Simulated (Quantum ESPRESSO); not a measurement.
**Habitual settings against a tight run: CoSb₃ (Im-3, 16 atoms in the cell)**

Self-consistent single point.

```
CELL_PARAMETERS angstrom
      4.62890     4.62890     4.62890
     -4.62890     4.62890     4.62890
     -4.62890    -4.62890     4.62890
ATOMIC_POSITIONS crystal
  Co 0.00000 0.00000 0.50000
  Co 0.00000 0.50000 0.00000
  Co 0.50000 0.50000 0.50000
  Co 0.50000 0.00000 0.00000
  Sb 0.66615 0.17511 0.15874
  Sb 0.33385 0.82489 0.84126
  Sb 0.33385 0.50741 0.15874
  Sb 0.66615 0.49259 0.84126
  Sb 0.49259 0.84126 0.33385
  Sb 0.50741 0.15874 0.66615
  Sb 0.82489 0.84126 0.66615
  Sb 0.17511 0.15874 0.33385
  Sb 0.84126 0.33385 0.50741
  Sb 0.15874 0.66615 0.49259
  Sb 0.84126 0.66615 0.17511
  Sb 0.15874 0.33385 0.82489
```

Method of the run: revPBE, PSlibrary ultrasoft (PBE) pseudopotentials (plane waves; Quantum ESPRESSO).

Base settings: ecutwfc = 50 Ry; ecutrho = 300 Ry; occupations = smearing; smearing = gaussian; degauss = 0.0099958 Ry; input_dft = revpbe; potentials = {Co: Co.pbe-n-rrkjus_psl.1.0.0.UPF, Sb: Sb.pbe-n-rrkjus_psl.1.0.0.UPF}; K_POINTS = automatic 3 3 3 0 0 0; conv_thr = 1e-11 Ry; mixing_beta = 0.5.

Tight run (finer mesh or higher cutoff; not a proven limit): ecutwfc: 50 Ry → 70 Ry; ecutrho: 300 Ry → 420 Ry; conv_thr: 1e-11 Ry → 7.3e-11 Ry; K_POINTS: automatic 3 3 3 0 0 0 → automatic 5 5 5 0 0 0. It gave Fermi level (on the code's own zero) 7.41 eV; pressure -2.48 GPa; largest force (vector length) 0.040 eV/Å.

Quick runs, as changes from the base:
- A: the base itself
- B: ecutwfc: 50 Ry → 33 Ry; ecutrho: 300 Ry → 198 Ry; smearing: gaussian → fermi-dirac; input_dft: revpbe → default; pseudopotentials: {Co: Co.pbe-n-rrkjus_psl.1.0.0.UPF, Sb: Sb.pbe-n-rrkjus_psl.1.0.0.UPF} → {Co: Co.pz-n-rrkjus_psl.1.0.0.UPF, Sb: Sb.pz-n-rrkjus_psl.1.0.0.UPF}; K_POINTS: automatic 3 3 3 0 0 0 → automatic 3 3 3 1 1 1 [LDA (PZ)]
- C: ecutwfc: 50 Ry → 55 Ry; ecutrho: 300 Ry → 330 Ry; input_dft: revpbe → default; conv_thr: 1e-11 Ry → 7.3e-05 Ry; pseudopotentials: {Co: Co.pbe-n-rrkjus_psl.1.0.0.UPF, Sb: Sb.pbe-n-rrkjus_psl.1.0.0.UPF} → {Co: Co.pz-n-rrkjus_psl.1.0.0.UPF, Sb: Sb.pz-n-rrkjus_psl.1.0.0.UPF}; K_POINTS: automatic 3 3 3 0 0 0 → automatic 4 4 4 0 0 0 [LDA (PZ)]
- D: ecutwfc: 50 Ry → 25 Ry; ecutrho: 300 Ry → 150 Ry; K_POINTS: automatic 3 3 3 0 0 0 → automatic 2 2 2 0 0 0
- E: ecutwfc: 50 Ry → 25 Ry; ecutrho: 300 Ry → 150 Ry; conv_thr: 1e-11 Ry → 7.3e-05 Ry; K_POINTS: automatic 3 3 3 0 0 0 → automatic 4 4 4 1 1 1
- F: ecutwfc: 50 Ry → 30 Ry; ecutrho: 300 Ry → 180 Ry; degauss: 0.0099958 Ry → 0.019992 Ry; K_POINTS: automatic 3 3 3 0 0 0 → automatic 1 1 1 0 0 0

Energies are extrapolated to zero smearing width, which holds to low order in the width alone (under cold and Methfessel-Paxton smearing the free energy itself is taken).

Dashes: energy of B, C, another energy zero; pressure of C, E, not trusted under this conv_thr with d or f elements.

† marks runs with another functional, U, potentials or spin treatment: their distance from the tight run is not a convergence error alone.

The count of work is k-points × plane waves × bands × iterations; it is no time. Core times come from one kind of shared machine and are given to one figure; runs under 30 s give none.

The starting cell comes from a database of computed structures (which also holds hypothetical and non-ambient phases and stackings), without a prior relaxation at this level. Its lattice was rescaled by a random factor within 2.5 % of one. Spin polarisation is off.

| run | energy less tight (meV/atom) | pressure less tight (GPa) | largest miss in a force vector (eV/Å) | count of work / tight | core time / tight (rough) |
|---|---|---|---|---|---|
| A | 3.7 | -0.11 | 0.011 | 0.23 | 0.3 |
| B† | – | -6.75 | 0.164 | 0.11 | 0.1 |
| C† | – | – | 0.134 | 0.30 | 0.3 |
| D | 306.6 | -12.07 | 0.139 | 0.054 | 0.09 |
| E | 295.7 | – | 0.091 | 0.066 | 0.08 |
| F | 335.5 | 1.54 | 0.725 | 0.030 | 0.08 |

Among the runs at the tight run's level, the energy misses run from 3.7 to 335.5 meV/atom.
